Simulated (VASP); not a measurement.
Wanted: the native input for a VASP 6.6.1 run.

```yaml
Task: single point
Functional: LDA
Potentials_or_basis: VASP PAW LDA potentials, release 64 (Sr_sv)
Cutoff: 520 eV
k_mesh: 16 × 16 × 16
Occupations: fermi-dirac, width 0.1 eV
Spin: no spin polarisation
Dipole_correction: no
Further_INCAR_settings: ALGO = Normal; EDIFF = 1e-06; NBANDS = 11
```

The structure of Sr lies in POSCAR:

```
Sr
1.0
   -2.2867621618      2.2867621618      2.2867621618
    2.2867621618     -2.2867621618      2.2867621618
    2.2867621618      2.2867621618     -2.2867621618
Sr
1
Direct
    0.0000000000      0.0000000000      0.0000000000
```

This isn't the form of Sr at room conditions, which is fcc.

One way to write it, as run:

INCAR

```
ALGO = Normal
EDIFF = 1E-6
ENCUT = 520
GGA = CA
ISIF = 2
ISMEAR = -1
LASPH = True
LCHARG = False
LREAL = False
LWAVE = False
NBANDS = 11
NELM = 60
PREC = Accurate
SIGMA = 0.1
```

KPOINTS

```
k-points
0
Gamma
  16 16 16
```

Potentials or basis: VASP PAW LDA potentials, release 64 (Sr_sv).

The run is started by

```bash
$ cat potpaw_LDA.64/Sr_sv/POTCAR > POTCAR
$ mpirun -np 1 vasp_std > vasp.out
```

Results of the run:

```json
{
  "Pressure": "0.0 GPa",
  "Band gap on the k mesh": "none (metal or under the smearing width)"
}
```

It took 53 s on 1 thread of Intel(R) Xeon(R) Platinum 8375C CPU @ 2.90GHz (Ice Lake), with other jobs on the host, peak memory 0.2 GiB.
